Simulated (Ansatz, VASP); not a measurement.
**One calculation of WS2, two programs**

INCAR

```
PREC = Accurate
ENCUT = 520
EDIFF = 1E-7
ISMEAR = -1
SIGMA = 0.05
LREAL = F
LASPH = T
NELM = 80
ALGO = Normal
ISIF = 2
LWAVE = F
LCHARG = T
GGA = PS
LELF = T
LVHAR = T
NBANDS = 20
```

KPOINTS

```
Automatic mesh
0
Gamma
  10 10 2
```

File POSCAR:

```
WS2
1.0
    3.1835163552      0.0000000000      0.0000000000
   -1.5917581776      2.7570060369      0.0000000000
    0.0000000000      0.0000000000     16.9505778900
W S
1 2
Direct
    0.0000000000      0.0000000000      0.0000000000
    0.3333333333      0.6666666667      0.0920005100
    0.3333333333      0.6666666667      0.9079994900
```

The input input.yaml:

```yaml
crystal:
  lattice:
    - [3.1835163552, 0.0, 0.0]
    - [-1.5917581776, 2.7570060369, 0.0]
    - [0.0, 0.0, 16.95057789]
  atoms:
    - { symbol: W, position: [0.0, 0.0, 0.0] }
    - { symbol: S, position: [0.3333333333, 0.6666666667, 0.09200051] }
    - { symbol: S, position: [0.3333333333, 0.6666666667, 0.90799949] }
hamiltonian:
  xc: pbesol
  pseudopotentials: { kind: paw }
kpoints:
  mp_grid: { grid: [10, 10, 2] }
scf:
  occupations: { method: fermi_dirac, width: 0.05 }
output:
  forces: true
  stress: true
  eigenvalues: true
  write_density: true
  write_potential: true
  elf: true
  volumetric_format: npy
```

Alike in both runs: task single point; functional PBEsol; k mesh 10 × 10 × 2; occupations fermi-dirac, width 0.05 eV; no spin polarisation.

```csv
,VASP,Ansatz
version,VASP 6.6.1,Ansatz 0.2.0
potentials or method,"VASP PAW PBE potentials, release 64 (W_sv, S)",Ansatz PAW
plane-wave cutoff (eV),520,420
valence electrons in the cell,26,26
```

|  | VASP | Ansatz | Ansatz less VASP |
| --- | --- | --- | --- |
| gap on the k mesh at the Fermi level (eV) | 1.99 | 1.98 | -0.012 |
| least direct gap on the mesh (eV) | 2.15 | 2.15 | -0.004 |
| rms of the force components (eV/Å) | 0.049 | 0.059 | +0.0103 |

Atom by atom the forces differ by 0.010 eV/Å (rms over components).

Caveats: spin-orbit coupling is left out, which moves the levels of the heavy elements; the PAW data sets were made with another functional, which shifts forces and pressure a little (VASP); the PAW data sets come from PBE, with cores solved anew for the run's functional, which leaves a small shift of forces and pressure (Ansatz). A hybrid or GW would open this gap; PBEsol tends to underestimate it.
